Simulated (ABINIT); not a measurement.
# ZnSe (Stilleite) (F-43m) in ABINIT: reference runs

Reference runs on ZnSe (Stilleite): the cell as given and a disturbed copy.

Program: ABINIT 10.8.3 (patched build). These are calculated values, not measurements. Logs are shortened: lines on timing, memory, paths and dates and some standing lists are left out, and cuts for length are marked. The log counts tension as positive stress, the text compression.

**Experimental background.**

“Alloy Disordering Effects on the Thermal Conductivity and Energy Gap Temperature Dependence of Cd1−xZnxSe Ternary Crystals Grown by the Bridgman Method”, 2023, pmc:10253836 reports, for a bulk crystal of ZnSe at 300 K: band gap 2.695 ± 0.003 eV (an exciton energy, a little under the gap).

The results are compared with them further down.

### Step 1. Starting point

Symmetry: F-43m, No. 216, cubic system. The conventional cell has a = 5.668 Å, b = 5.668 Å, c = 5.668 Å, α = 90.00°, β = 90.00°, γ = 90.00°. Se (site symmetry -43m) has 4 Zn at 2.45 Å as nearest neighbours. Around Zn (site symmetry -43m) lie 4 Se at 2.45 Å.

### Step 2. Single point, PBE

File run.abi:

```
pp_dirpath "./"
pseudos "Se.GGA_PBE-JTH.xml, Zn.GGA_PBE-JTH.xml"

structure "poscar:POSCAR"
natom 2

ecut 598.650497 eV
pawecutdg 44.0

kptopt 1
ngkpt 8 8 8
nshiftk 1
shiftk 0.0 0.0 0.0

ixc 11

nband 13
occopt 3
tsmear 0.00183747

nstep 100
tolvrs 1.0e-9

iomode 3
prtwf 0
prtden 0
prteig 0
prtebands 0
```

File POSCAR:

```
ZnSe
1.0
    0.0000000000      2.8338000000      2.8338000000
    2.8338000000      0.0000000000      2.8338000000
    2.8338000000      2.8338000000      0.0000000000
Se Zn
1 1
Direct
    0.7500000000      0.7500000000      0.7500000000  Se
    0.0000000000      0.0000000000      0.0000000000  Zn
```

Potentials or basis: JTH PAW PBE v2.0.

On the command line:

```
$ abinit run.abi > log 2>&1
```

run.abo:

```text
.Version 10.8.3 of ABINIT
 Symmetries : space group F-4 3 m (#216); Bravais cF (face-center cubic)
================================================================================
 Values of the parameters that define the memory need of the present run
     intxc =       0    ionmov =       0      iscf =      17    lmnmax =      18
     lnmax =       6     mgfft =      32  mpssoang =       3    mqgrid =    3001
     natom =       2  nloc_mem =       2    nspden =       1   nspinor =       1
    nsppol =       1      nsym =      24    n1xccc =       1    ntypat =       2
    occopt =       3   xclevel =       2
       mpw =        1540          nfft =       32768          nkpt =          29
 PAW method is used; the additional fine FFT grid is defined by:
   mgfftf=        48    nfftf =    110592
================================================================================
================================================================================

--------------------------------------------------------------------------------
------------- Echo of variables that govern the present computation ------------
--------------------------------------------------------------------------------
 -outvars: echo values of preprocessed input variables --------
            acell      1.0000000000E+00  1.0000000000E+00  1.0000000000E+00 Bohr
              amu      7.89600000E+01  6.53900000E+01
             ecut      2.20000000E+01 Hartree
              ixc          11
         kptrlatt        8    0    0      0    8    0      0    0    8
          kptrlen      6.05861071E+01
            natom           2
            nband          13
            ngfft          32      32      32
          ngfftdg          48      48      48
             nkpt          29
            nstep         100
             nsym          24
           ntypat           2
           occopt           3
        pawecutdg      4.40000000E+01 Hartree
         pawxcdev           0
           prtden           0
        prtebands           0
           prteig           0
            prtwf           0
            rprim      0.0000000000E+00  5.3551058956E+00  5.3551058956E+00
                       5.3551058956E+00  0.0000000000E+00  5.3551058956E+00
                       5.3551058956E+00  5.3551058956E+00  0.0000000000E+00
          spgroup         216
           tolvrs      1.00000000E-09
           tsmear      1.83747000E-03 Hartree
            typat      1  2
           useylm           1
           xangst      4.2507000000E+00  4.2507000000E+00  4.2507000000E+00
                       0.0000000000E+00  0.0000000000E+00  0.0000000000E+00
            xcart      8.0326588434E+00  8.0326588434E+00  8.0326588434E+00
                       0.0000000000E+00  0.0000000000E+00  0.0000000000E+00
             xred      7.5000000000E-01  7.5000000000E-01  7.5000000000E-01
                       0.0000000000E+00  0.0000000000E+00  0.0000000000E+00
            znucl       34.00000   30.00000

================================================================================

 chkinp: Checking input parameters for consistency.

================================================================================
== DATASET  1 ==================================================================

--- !DatasetInfo
iteration_state: {dtset: 1, }
dimensions: {natom: 2, nkpt: 29, mband: 13, nsppol: 1, nspinor: 1, nspden: 1, mpw: 1540, }
cutoff_energies: {ecut:  22.0, pawecutdg:  44.0, }
electrons: {nelect:   1.80000000E+01, charge:   0.00000000E+00, occopt:   3.00000000E+00, tsmear:   1.83747000E-03, }
meta: {optdriver: 0, ionmov: 0, optcell: 0, iscf: 17, paral_kgb: 0, }
...

 Exchange-correlation functional for the present dataset will be:
  GGA: Perdew-Burke-Ernzerhof functional - ixc=11
  J.P.Perdew, K.Burke, M.Ernzerhof, PRL 77, 3865 (1996)

 Real(R)+Recip(G) space primitive vectors, cartesian coordinates (Bohr,Bohr^-1):
 R(1)=  0.0000000  5.3551059  5.3551059  G(1)= -0.0933688  0.0933688  0.0933688
 R(2)=  5.3551059  0.0000000  5.3551059  G(2)=  0.0933688 -0.0933688  0.0933688
 R(3)=  5.3551059  5.3551059  0.0000000  G(3)=  0.0933688  0.0933688 -0.0933688
 Unit cell volume ucvol=  3.0713845E+02 bohr^3
 Angles (23,13,12)=  6.00000000E+01  6.00000000E+01  6.00000000E+01 degrees

 Coarse grid specifications (used for wave-functions):

 getcut: wavevector=  0.0000  0.0000  0.0000  ngfft=  32  32  32
         ecut(hartree)=     22.000   => boxcut(ratio)=   2.00120

 Fine grid specifications (used for densities):

 getcut: wavevector=  0.0000  0.0000  0.0000  ngfft=  48  48  48
         ecut(hartree)=     44.000   => boxcut(ratio)=   2.12259

--- Pseudopotential description ------------------------------------------------
[... 51 lines left out ...]
 ETOT 24  -73.941869002442     3.747E-11 7.959E-06 1.714E-09
 ETOT 25  -73.941869002446    -4.079E-12 2.312E-06 1.287E-09
 ETOT 26  -73.941869002446     2.984E-13 4.280E-06 1.161E-09
 ETOT 27  -73.941869002442     3.524E-12 1.240E-06 9.141E-11

 At SCF step   27       nres2   =  9.14E-11 < tolvrs=  1.00E-09 =>converged.

 Cartesian components of stress tensor (hartree/bohr^3)
  sigma(1 1)= -6.80479821E-05  sigma(3 2)=  0.00000000E+00
  sigma(2 2)= -6.80479821E-05  sigma(3 1)=  0.00000000E+00
  sigma(3 3)= -6.80479821E-05  sigma(2 1)=  0.00000000E+00

--- !ResultsGS
iteration_state: {dtset: 1, }
comment   : Summary of ground state results
lattice_vectors:
- [  0.0000000,   5.3551059,   5.3551059, ]
- [  5.3551059,   0.0000000,   5.3551059, ]
- [  5.3551059,   5.3551059,   0.0000000, ]
lattice_lengths: [   7.57326,    7.57326,    7.57326, ]
lattice_angles: [ 60.000,  60.000,  60.000, ] # degrees, (23, 13, 12)
lattice_volume:   3.0713845E+02
convergence: {deltae:  3.524E-12, res2:  9.141E-11, residm:  1.240E-06, diffor: null, }
etotal    :  -7.39418690E+01
entropy   :   0.00000000E+00
fermie    :   1.19859075E-01
cartesian_stress_tensor: # hartree/bohr^3
- [ -6.80479821E-05,   0.00000000E+00,   0.00000000E+00, ]
- [  0.00000000E+00,  -6.80479821E-05,   0.00000000E+00, ]
- [  0.00000000E+00,   0.00000000E+00,  -6.80479821E-05, ]
pressure_GPa:   2.0020E+00
xred      :
- [  7.5000E-01,   7.5000E-01,   7.5000E-01, Se]
- [  0.0000E+00,   0.0000E+00,   0.0000E+00, Zn]
cartesian_forces: # hartree/bohr
- [ -1.86911784E-48,  -3.19171770E-31,   1.86911784E-48, ]
- [  1.86911784E-48,   3.19171770E-31,  -1.86911784E-48, ]
force_length_stats: {min:   3.19171770E-31, max:   3.19171770E-31, mean:   3.19171770E-31, }
...

 Integrated electronic density in atomic spheres:
 ------------------------------------------------
 Atom  Sphere_radius  Integrated_density
    1        2.21132          4.00893712
    2        2.30770         10.75519936

================================================================================

 ----iterations are completed or convergence reached----

 Mean square residual over all n,k,spin=   35.070E-10; max=  12.404E-07
 reduced coordinates (array xred) for    2 atoms
       0.750000000000      0.750000000000      0.750000000000
       0.000000000000      0.000000000000      0.000000000000
 rms dE/dt=  1.9736E-30; max dE/dt=  3.4184E-30; dE/dt below (all hartree)
    1       0.000000000000      0.000000000000      0.000000000000
    2       0.000000000000      0.000000000000      0.000000000000

 cartesian coordinates (angstrom) at end:
    1      4.25070000000000     4.25070000000000     4.25070000000000
    2      0.00000000000000     0.00000000000000     0.00000000000000

 cartesian forces (hartree/bohr) at end:
    1     -0.00000000000000    -0.00000000000000     0.00000000000000
    2      0.00000000000000     0.00000000000000    -0.00000000000000
 frms,max,avg= 1.8427391E-31 3.1917177E-31   0.000E+00  0.000E+00  0.000E+00 h/b

 cartesian forces (eV/Angstrom) at end:
    1     -0.00000000000000    -0.00000000000000     0.00000000000000
    2      0.00000000000000     0.00000000000000    -0.00000000000000
 frms,max,avg= 9.4757453E-30 1.6412472E-29   0.000E+00  0.000E+00  0.000E+00 e/A
 length scales=  1.000000000000  1.000000000000  1.000000000000 bohr
              =  0.529177210544  0.529177210544  0.529177210544 angstroms
 Fermi (or HOMO) energy (hartree) =   0.11986   Average Vxc (hartree)=  -0.33706
 Eigenvalues (hartree) for nkpt=  29  k points:
 kpt#   1, nband= 13, wtk=  0.00195, kpt=  0.0000  0.0000  0.0000 (reduced coord)
  -0.39248   -0.14539   -0.14539   -0.14539   -0.13179   -0.13179    0.09485    0.09485
   0.09485    0.14234    0.30838    0.30838    0.30838
      occupation numbers for kpt#   1
   2.00000    2.00000    2.00000    2.00000    2.00000    2.00000    2.00000    2.00000
   2.00000    0.00001    0.00000    0.00000    0.00000
 prteigrs : prtvol=0 or 1, do not print more k-points.

--- !EnergyTerms
iteration_state     : {dtset: 1, }
comment             : Components of total free energy in Hartree
kinetic             :  9.97686331760825E+00
hartree             :  2.21732297092204E+01
xc                  : -8.06060994677433E+00
Ewald energy        : -4.39185504154984E+01
psp_core            :  2.31142131522212E+00
local_psp           : -7.60209200707592E+01
PAW spherical_terms :  1.95966976865232E+01
internal            : -7.39418684044579E+01
'-kT*entropy'       : -1.00084810810010E-09
total_energy        : -7.39418684054587E+01
total_energy_eV     : -2.01206074093044E+03
...

--- !EnergyTermsDC
iteration_state     : {dtset: 1, }
comment             : '"Double-counting" decomposition of free energy'
band_energy         : -2.06832896592801E+00
Ewald energy        : -4.39185504154984E+01
psp_core            :  2.31142131522212E+00
xc_dc               : -2.45231641308904E+01
PAW spherical_terms : -5.74324680434648E+00
internal            : -7.39418690014412E+01
'-kT*entropy'       : -1.00084810810010E-09
total_energy_dc     : -7.39418690024420E+01
total_energy_dc_eV  : -2.01206075717518E+03
...

--- !EnergyTermsWithPAWCore
iteration_state     : {dtset: 1, }
comment             : 'Components of total free energy, including PAW core contributions'
Total energy        : -4.22620337478230E+03
Total energy DC     : -4.22620337537928E+03
Total energy (eV)   : -1.15000852385269E+05
Total energy DC (eV): -1.15000852401514E+05
...

 Cartesian components of stress tensor (hartree/bohr^3)
  sigma(1 1)= -6.80479821E-05  sigma(3 2)=  0.00000000E+00
  sigma(2 2)= -6.80479821E-05  sigma(3 1)=  0.00000000E+00
  sigma(3 3)= -6.80479821E-05  sigma(2 1)=  0.00000000E+00

-Cartesian components of stress tensor (GPa)         [Pressure=  2.0020E+00 GPa]
- sigma(1 1)= -2.00204075E+00  sigma(3 2)=  0.00000000E+00
- sigma(2 2)= -2.00204075E+00  sigma(3 1)=  0.00000000E+00
- sigma(3 3)= -2.00204075E+00  sigma(2 1)=  0.00000000E+00

== END DATASET(S) ==============================================================
================================================================================

 -outvars: echo values of variables after computation  --------
            acell      1.0000000000E+00  1.0000000000E+00  1.0000000000E+00 Bohr
           etotal     -7.3941869002E+01
            fcart     -1.8691178428E-48 -3.1917177014E-31  1.8691178428E-48
                       1.8691178428E-48  3.1917177014E-31 -1.8691178428E-48
            rprim      0.0000000000E+00  5.3551058956E+00  5.3551058956E+00
                       5.3551058956E+00  0.0000000000E+00  5.3551058956E+00
                       5.3551058956E+00  5.3551058956E+00  0.0000000000E+00
           strten     -6.8047982067E-05 -6.8047982067E-05 -6.8047982067E-05
                       0.0000000000E+00  0.0000000000E+00  0.0000000000E+00
           xangst      4.2507000000E+00  4.2507000000E+00  4.2507000000E+00
                       0.0000000000E+00  0.0000000000E+00  0.0000000000E+00
             xred      7.5000000000E-01  7.5000000000E-01  7.5000000000E-01
                       0.0000000000E+00  0.0000000000E+00  0.0000000000E+00
 Calculation completed.
```

Run time: 61 s. Hardware: 1 thread of Arm Neoverse N1, shared host; peak memory 0.12 GiB.

What came out:

```
Free energy                                           : -2012.0608 eV
Pressure                                              : 2.0 GPa
Band gap on the k mesh                                : 1.29 eV, direct
Valence electrons inside the program's atomic spheres : Se 4.01; Zn 10.76
```

Levels at points of the mesh, in eV from the valence-band top:
```csv
k point,band 5,band 6,band 7,band 8,band 9,band 10,band 11,band 12,band 13
"(0.00, 0.00, 0.00)",-6.17,-6.17,0.00,0.00,0.00,1.29,5.81,5.81,5.81
"(0.50, 0.00, 0.00)",-6.15,-6.01,-5.23,-0.87,-0.87,2.54,6.39,6.39,8.59
"(0.50, 0.50, 0.00)",-6.12,-5.99,-4.75,-2.18,-2.18,2.98,3.45,10.73,11.28
```

(Continued in part 2 of 2.)
